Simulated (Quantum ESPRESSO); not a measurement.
# Nb (Im-3m) in Quantum ESPRESSO: equation of state

How stiff is Nb in PBE, and what volume does it want? The cell is scaled to several volumes.

All numbers are computed with Quantum ESPRESSO 7.5; they aren't measurements. Logs are shortened: lines on timing, memory, paths and dates and some standing lists are left out, and cuts for length are marked.

**What was measured.**

From “Pressure effects on the electronic structure and superconductivity of (TaNb)0.67(HfZrTi)0.33 high entropy alloy”, 2019, arxiv:1910.08312, for a bulk crystal of Nb: bulk modulus 169 GPa.

The results are compared with them further down.

**1. The structure**

It takes space group Im-3m (No. 229, cubic). The conventional cell has a = 3.328 Å, b = 3.328 Å, c = 3.328 Å, α = 90.00°, β = 90.00°, γ = 90.00°. Nb (site symmetry m-3m) has 8 Nb at 2.88 Å as nearest neighbours.

**2. Single point, PBE, 17.32 Å³/atom**

pw.in

```
&CONTROL
  calculation = 'scf'
  prefix = 'pwscf'
  outdir = './tmp'
  pseudo_dir = './pseudo'
  tprnfor = .true.
  tstress = .true.
  disk_io = 'nowf'
/
&SYSTEM
  ibrav = 0
  nat = 1
  ntyp = 1
  ecutwfc = 55
  ecutrho = 440
  nbnd = 12
  occupations = 'smearing'
  smearing = 'fd'
  degauss = 0.00367493
/
&ELECTRONS
  conv_thr = 2d-10
  electron_maxstep = 120
  mixing_beta = 0.5
/
ATOMIC_SPECIES
Nb    92.9064 Nb.pbe-spn-kjpaw_psl.0.3.0.UPF
CELL_PARAMETERS angstrom
  -1.6299823056    1.6299823056    1.6299823056
   1.6299823056   -1.6299823056    1.6299823056
   1.6299823056    1.6299823056   -1.6299823056
ATOMIC_POSITIONS crystal
Nb     0.0000000000    0.0000000000    0.0000000000
K_POINTS automatic
11 11 11 0 0 0
```

Potentials or basis: SSSP 1.3 efficiency PBE.

On the command line:

```
> OMP_NUM_THREADS=1 pw.x -in pw.in > pw.out
```

pw.out:

```text
This program is part of the open-source Quantum ESPRESSO suite
     for quantum simulation of materials; please cite
         "P. Giannozzi et al., J. Phys.:Condens. Matter 21 395502 (2009);
         "P. Giannozzi et al., J. Phys.:Condens. Matter 29 465901 (2017);
         "P. Giannozzi et al., J. Chem. Phys. 152 154105 (2020);
     in publications or presentations arising from this work. More details at

     file Nb.pbe-spn-kjpaw_psl.0.3.0.UPF: wavefunction(s)  4S 4P renormalized
     Message from routine setup:
     using ibrav=0 with symmetry is DISCOURAGED, use correct ibrav instead

     Subspace diagonalization in iterative solution of the eigenvalue problem:
     a serial algorithm will be used

     G-vector sticks info
     --------------------
     sticks:   dense  smooth     PW     G-vecs:    dense   smooth      PW
     Sum         941     471    155                18173     6459    1205

     Using Slab Decomposition

     bravais-lattice index     =            0
     lattice parameter (alat)  =       5.3351  a.u.
     unit-cell volume          =     116.8975 (a.u.)^3
     number of atoms/cell      =            1
     number of atomic types    =            1
     number of electrons       =        13.00
     number of Kohn-Sham states=           12
     kinetic-energy cutoff     =      55.0000  Ry
     charge density cutoff     =     440.0000  Ry
     scf convergence threshold =      2.0E-10
     mixing beta               =       0.5000
     number of iterations used =            8  plain     mixing
     Exchange-correlation= SLA  PW   PBX  PBC
                           (   1   4   3   4   0   0   0)

     celldm(1)=   5.335098  celldm(2)=   0.000000  celldm(3)=   0.000000
     celldm(4)=   0.000000  celldm(5)=   0.000000  celldm(6)=   0.000000

     crystal axes: (cart. coord. in units of alat)
               a(1) = (  -0.577350   0.577350   0.577350 )
               a(2) = (   0.577350  -0.577350   0.577350 )
               a(3) = (   0.577350   0.577350  -0.577350 )

     reciprocal axes: (cart. coord. in units 2 pi/alat)
               b(1) = (  0.000000  0.866025  0.866025 )
               b(2) = (  0.866025  0.000000  0.866025 )
               b(3) = (  0.866025  0.866025  0.000000 )

     PseudoPot. # 1 for Nb read from file:
     Nb.pbe-spn-kjpaw_psl.0.3.0.UPF
     Pseudo is Projector augmented-wave + core cor, Zval = 13.0
     Generated using "atomic" code by A. Dal Corso  v.5.0.99 svn rev. 10869
     Shape of augmentation charge: PSQ
     Using radial grid of 1227 points,  6 beta functions with:
                l(1) =   0
                l(2) =   0
                l(3) =   1
                l(4) =   1
                l(5) =   2
                l(6) =   2
     Q(r) pseudized with 0 coefficients

     atomic species   valence    mass     pseudopotential
     Nb               13.00    92.90640     Nb( 1.00)

     48 Sym. Ops., with inversion, found

   Cartesian axes

     site n.     atom                  positions (alat units)
         1        Nb     tau(   1) = (   0.0000000   0.0000000   0.0000000  )

     number of k points=    56  Fermi-Dirac smearing, width (Ry)=  0.0037
                       cart. coord. in units 2pi/alat
        k(    1) = (   0.0000000   0.0000000   0.0000000), wk =   0.0015026
        k(    2) = (   0.0787296   0.0787296   0.0000000), wk =   0.0180316
        k(    3) = (   0.1574592   0.1574592   0.0000000), wk =   0.0180316
        k(    4) = (   0.2361887   0.2361887   0.0000000), wk =   0.0180316
        k(    5) = (   0.3149183   0.3149183   0.0000000), wk =   0.0180316
        k(    6) = (   0.3936479   0.3936479   0.0000000), wk =   0.0180316
[... 48 lines left out ...]
        k(   55) = (  -0.7872958  -0.0787296  -0.0787296), wk =   0.0120210
        k(   56) = (  -0.0000000  -0.0000000   0.7872958), wk =   0.0090158

     Dense  grid:    18173 G-vectors     FFT dimensions: (  36,  36,  36)

     Smooth grid:     6459 G-vectors     FFT dimensions: (  25,  25,  25)

     Check: negative core charge=   -0.000002

     Initial potential from superposition of free atoms

     starting charge      12.9979, renormalised to      13.0000
     Starting wfcs are   10 randomized atomic wfcs +    2 random wfcs
     Checking if some PAW data can be deallocated...

     Self-consistent Calculation

     iteration #  1     ecut=    55.00 Ry     beta= 0.50
     Davidson diagonalization with overlap
     ethr =  1.00E-02,  avg # of iterations =  3.8

     Threshold (ethr) on eigenvalues was too large:
     Diagonalizing with lowered threshold

     Davidson diagonalization with overlap
     ethr =  6.37E-04,  avg # of iterations =  1.1

     total energy              =    -334.25466982 Ry
     estimated scf accuracy    <       0.08390855 Ry

     iteration #  2     ecut=    55.00 Ry     beta= 0.50
     Davidson diagonalization with overlap
     ethr =  6.45E-04,  avg # of iterations =  1.9

     total energy              =    -334.26522940 Ry
     estimated scf accuracy    <       0.00349481 Ry

     iteration #  3     ecut=    55.00 Ry     beta= 0.50
     Davidson diagonalization with overlap
     ethr =  2.69E-05,  avg # of iterations =  2.5

     total energy              =    -334.26560407 Ry
     estimated scf accuracy    <       0.00046819 Ry

     iteration #  4     ecut=    55.00 Ry     beta= 0.50
     Davidson diagonalization with overlap
     ethr =  3.60E-06,  avg # of iterations =  2.3

     total energy              =    -334.26563367 Ry
     estimated scf accuracy    <       0.00001107 Ry

     iteration #  5     ecut=    55.00 Ry     beta= 0.50
     Davidson diagonalization with overlap
     ethr =  8.52E-08,  avg # of iterations =  2.9

     total energy              =    -334.26563732 Ry
     estimated scf accuracy    <       0.00000041 Ry

     iteration #  6     ecut=    55.00 Ry     beta= 0.50
     Davidson diagonalization with overlap
     ethr =  3.13E-09,  avg # of iterations =  3.6

     total energy              =    -334.26563751 Ry
     estimated scf accuracy    <       0.00000001 Ry

     iteration #  7     ecut=    55.00 Ry     beta= 0.50
     Davidson diagonalization with overlap
     ethr =  7.90E-11,  avg # of iterations =  2.3

     total energy              =    -334.26563751 Ry
     estimated scf accuracy    <          2.3E-09 Ry

     iteration #  8     ecut=    55.00 Ry     beta= 0.50
     Davidson diagonalization with overlap
     ethr =  1.76E-11,  avg # of iterations =  2.7

     End of self-consistent calculation

          k = 0.0000 0.0000 0.0000 (   791 PWs)   bands (ev):

   -35.5345 -10.7565 -10.7565 -10.7565  12.8012  19.1288  19.1288  19.1288
    22.1706  22.1706  33.2719  33.2719

          k = 0.0787 0.0787 0.0000 (   803 PWs)   bands (ev):

   -35.5122 -10.8879 -10.7961 -10.7577  13.1523  18.9117  19.0686  19.4722
    21.8600  22.1728  33.5532  33.8816

          k = 0.1575 0.1575 0.0000 (   802 PWs)   bands (ev):

   -35.4519 -11.2308 -10.9010 -10.7610  14.0552  18.3838  18.8013  20.4674
    21.5339  22.2217  33.9209  35.3959

          k = 0.2362 0.2362 0.0000 (   804 PWs)   bands (ev):

   -35.3718 -11.6609 -11.0354 -10.7656  14.9396  17.7828  18.7384  21.7197
    21.9968  22.3868  33.1756  34.9497

          k = 0.3149 0.3149 0.0000 (   806 PWs)   bands (ev):

   -35.2971 -12.0396 -11.1560 -10.7698  15.0936  17.2967  19.7115  22.1153
    22.6625  23.7990  31.7462  33.1263

          k = 0.3936 0.3936 0.0000 (   814 PWs)   bands (ev):

   -35.2523 -12.2581 -11.2265 -10.7725  14.9257  17.0310  21.0073  22.2622
    22.9048  25.2448  30.7713  31.6969

          k = 0.1575 0.0787 0.0787 (   813 PWs)   bands (ev):

   -35.4709 -11.1232 -10.8410 -10.7892  13.7918  18.6362  18.7446  20.2089
    21.4535  22.2956  34.0580  34.8324

          k = 0.2362 0.1575 0.0787 (   813 PWs)   bands (ev):

   -35.4006 -11.4897 -10.9684 -10.8054  14.7838  18.0823  18.3991  21.3039
    21.5782  22.5238  34.1098  35.2797

          k = 0.3149 0.2362 0.0787 (   807 PWs)   bands (ev):

   -35.3231 -11.8676 -11.1192 -10.8132  15.3637  17.5443  18.7196  21.6576
    22.7579  23.3474  32.6959  34.1243

          k = 0.3936 0.3149 0.0787 (   803 PWs)   bands (ev):

   -35.2631 -12.1458 -11.2339 -10.8184  15.2585  17.1916  19.8519  22.0741
    23.0359  25.1090  31.4688  32.2463

          k = 0.4724 0.3936 0.0787 (   808 PWs)   bands (ev):

   -35.2406 -12.2476 -11.2763 -10.8203  15.1431  17.0690  20.5257  22.1133
    23.2919  25.9542  30.9943  31.3358

          k = 0.3149 0.1575 0.1575 (   807 PWs)   bands (ev):

   -35.3328 -11.7738 -11.1030 -10.8645  15.6653  17.6907  18.0814  21.3084
    22.8432  23.3505  33.4607  34.7567

          k = 0.3936 0.2362 0.1575 (   805 PWs)   bands (ev):

   -35.2697 -11.9986 -11.2834 -10.8912  15.9564  17.3635  18.5571  21.6806
    23.0353  25.3659  32.0128  33.5706

          k = 0.4724 0.3149 0.1575 (   809 PWs)   bands (ev):

   -35.2319 -12.1192 -11.4058 -10.9016  15.8060  17.2435  19.2643  22.0083
    23.2577  27.0337  30.6644  32.2487
[... 163 lines left out ...]
   -35.1525 -11.9444 -11.7391 -11.1725  16.4773  16.7267  18.4115  22.2346
    23.4526  28.7041  30.3864  31.8449

          k = 0.0000 0.0000 0.4724 (   811 PWs)   bands (ev):

   -35.2367 -11.6515 -11.3436 -11.3436  16.4814  17.1185  20.0533  20.0533
    21.7676  23.9452  33.9552  36.9462

          k = 0.0000-0.0787 0.5511 (   800 PWs)   bands (ev):

   -35.1749 -11.8411 -11.4763 -11.3918  16.2931  16.5940  20.2056  20.6740
    23.1792  24.8476  33.5676  34.8626

          k =-0.0000-0.1575 0.6298 (   797 PWs)   bands (ev):

   -35.1379 -11.9922 -11.5537 -11.3777  15.8566  16.5575  20.0985  20.8220
    24.7204  26.8298  30.9871  32.9784

          k = 0.0787-0.0787 0.6298 (   801 PWs)   bands (ev):

   -35.1283 -11.8994 -11.6483 -11.4269  15.8784  16.1867  20.2520  21.8700
    23.8102  26.5890  31.7755  32.6168

          k =-0.7873-0.1575-0.1575 (   803 PWs)   bands (ev):

   -35.1108 -11.9211 -11.7301 -11.4205  15.7327  16.0108  20.1452  22.4168
    24.2571  28.6195  29.8672  31.2425

          k = 0.0000 0.0000 0.6298 (   803 PWs)   bands (ev):

   -35.1192 -11.7911 -11.6140 -11.6140  15.6690  15.9845  21.7335  21.7335
    23.3376  25.5398  32.8204  32.8204

          k =-0.0000-0.0787 0.7086 (   812 PWs)   bands (ev):

   -35.0859 -11.8688 -11.6942 -11.6341  15.3157  15.5337  22.1500  22.3910
    24.5081  27.2826  30.3326  30.9892

          k =-0.7873-0.0787-0.0787 (   817 PWs)   bands (ev):

   -35.0700 -11.8158 -11.8158 -11.6463  15.1959  15.1959  22.2796  24.0820
    24.0820  28.9898  28.9898  29.4337

          k =-0.0000-0.0000 0.7873 (   816 PWs)   bands (ev):

   -35.0547 -11.8006 -11.7760 -11.7760  14.9155  14.9785  24.0132  24.0132
    24.4844  27.7901  29.0666  29.0666

     the Fermi energy is    18.7424 ev

!    total energy              =    -334.26563751 Ry
     total all-electron energy =     -7639.972614 Ry
     estimated scf accuracy    <          1.3E-10 Ry
     smearing contrib. (-TS)   =      -0.00115104 Ry
     internal energy E=F+TS    =    -334.26448647 Ry

     The total energy is F=E-TS. E is the sum of the following terms:
     one-electron contribution =     -11.47274019 Ry
     hartree contribution      =      14.51606222 Ry
     xc contribution           =     -28.98181316 Ry
     ewald contribution        =     -99.83547018 Ry
     one-center paw contrib.   =    -208.49052517 Ry

     convergence has been achieved in   8 iterations

     Forces acting on atoms (cartesian axes, Ry/au):

     atom    1 type  1   force =     0.00000000    0.00000000    0.00000000

     Total force =     0.000000     Total SCF correction =     0.000000

     Computing stress (Cartesian axis) and pressure

          total   stress  (Ry/bohr**3)                   (kbar)     P=       92.05
   0.00062577  -0.00000000  -0.00000000           92.05       -0.00       -0.00
  -0.00000000   0.00062577  -0.00000000           -0.00       92.05       -0.00
  -0.00000000  -0.00000000   0.00062577           -0.00       -0.00       92.05

=------------------------------------------------------------------------------=
   JOB DONE.
=------------------------------------------------------------------------------=
```

It took 7.4 s on 1 thread of Intel Xeon 6975P-C (Granite Rapids), shared host; peak memory 0.12 GiB.

Results:

```yaml
Free_energy: -4547.9157 eV
Pressure: 9.2 GPa
Band_gap_on_the_k_mesh: none (metal or under the smearing width)
```

(Continued in part 2 of 2.)
